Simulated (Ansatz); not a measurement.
All numbers below come from DFT PBE, scalar-relativistic, plane waves, PAW in Ansatz 0.2.0. Settings: cutoff 420 eV, Γ-centred meshes spaced at most about 0.3 Å⁻¹ (2π included), Gaussian smearing. No spin polarisation.

These are static total energies at zero pressure.

Question: Which of these relaxed structures of AgCl is the lowest in energy?
A.

```cif
data_structure
_symmetry_space_group_name_H-M 'P6_3/mmc'
_symmetry_Int_Tables_number 194
_cell_length_a 4.5149
_cell_length_b 4.5149
_cell_length_c 5.9746
_cell_angle_alpha 90.000
_cell_angle_beta 90.000
_cell_angle_gamma 120.000
_cell_volume 105.47
loop_
_atom_site_label
_atom_site_type_symbol
_atom_site_symmetry_multiplicity
_atom_site_Wyckoff_symbol
_atom_site_fract_x
_atom_site_fract_y
_atom_site_fract_z
_atom_site_occupancy
Ag1 Ag 2 d 0.33333 0.66667 0.75000 1
Cl1 Cl 2 c 0.66667 0.33333 0.75000 1
```

B.

```cif
data_structure
_symmetry_space_group_name_H-M 'Cmcm'
_symmetry_Int_Tables_number 63
_cell_length_a 3.7862
_cell_length_b 11.6240
_cell_length_c 3.8936
_cell_angle_alpha 90.000
_cell_angle_beta 90.000
_cell_angle_gamma 90.000
_cell_volume 171.36
loop_
_atom_site_label
_atom_site_type_symbol
_atom_site_symmetry_multiplicity
_atom_site_Wyckoff_symbol
_atom_site_fract_x
_atom_site_fract_y
_atom_site_fract_z
_atom_site_occupancy
Ag1 Ag 4 c 0.00000 0.60608 0.75000 1
Cl1 Cl 4 c 0.50000 0.63351 0.25000 1
```

C.

```cif
data_structure
_symmetry_space_group_name_H-M 'F-43m'
_symmetry_Int_Tables_number 216
_cell_length_a 6.0594
_cell_length_b 6.0594
_cell_length_c 6.0594
_cell_angle_alpha 90.000
_cell_angle_beta 90.000
_cell_angle_gamma 90.000
_cell_volume 222.48
loop_
_atom_site_label
_atom_site_type_symbol
_atom_site_symmetry_multiplicity
_atom_site_Wyckoff_symbol
_atom_site_fract_x
_atom_site_fract_y
_atom_site_fract_z
_atom_site_occupancy
Ag1 Ag 4 a 0.00000 0.00000 0.00000 1
Cl1 Cl 4 c 0.25000 0.25000 0.25000 1
```

D.

```cif
data_structure
_symmetry_space_group_name_H-M 'P4/nmm:1'
_symmetry_Int_Tables_number 129
_cell_length_a 5.3070
_cell_length_b 5.3070
_cell_length_c 4.6545
_cell_angle_alpha 90.000
_cell_angle_beta 90.000
_cell_angle_gamma 90.000
_cell_volume 131.09
loop_
_atom_site_label
_atom_site_type_symbol
_atom_site_symmetry_multiplicity
_atom_site_Wyckoff_symbol
_atom_site_fract_x
_atom_site_fract_y
_atom_site_fract_z
_atom_site_occupancy
Ag1 Ag 2 c 0.00000 0.50000 0.99716 1
Cl1 Cl 2 a 0.00000 0.00000 0.00000 1
```

E.

```cif
data_structure
_symmetry_space_group_name_H-M 'Fm-3m'
_symmetry_Int_Tables_number 225
_cell_length_a 5.6119
_cell_length_b 5.6119
_cell_length_c 5.6119
_cell_angle_alpha 90.000
_cell_angle_beta 90.000
_cell_angle_gamma 90.000
_cell_volume 176.74
loop_
_atom_site_label
_atom_site_type_symbol
_atom_site_symmetry_multiplicity
_atom_site_Wyckoff_symbol
_atom_site_fract_x
_atom_site_fract_y
_atom_site_fract_z
_atom_site_occupancy
Ag1 Ag 4 a 0.00000 0.00000 0.00000 1
Cl1 Cl 4 b 0.50000 0.00000 0.00000 1
```

Answer: C. The next of these, A, lies 11 meV/atom higher. Forms: C zinc blende type, F-43m; A P6_3/mmc; E rock salt type, Fm-3m; B Cmcm; D P4/nmm. Counting Cl atoms around Ag (those within 1.25 times the shortest such distance or 1.15 times the sum of covalent radii; a plus sign parts nearer from farther groups): C has Ag 4; A has Ag 3+2; E has Ag 6; B has Ag 4+1+2; D has Ag 4. Origin: A, invented, then shaken at random and relaxed again; B, reached from a Materials Project cell; C and D, invented; E, reached from a cell as deposited in COD, among other starts. Shaken at random and relaxed again, C came back.

No dispersion correction is applied, so the spacing and binding between layers, chains or molecules are poorly described (P4/nmm), and this can change margins and order among such cells. Cells without such a test can be saddle points. Some candidate types were left out of the draw beforehand, so a known form may be missing.
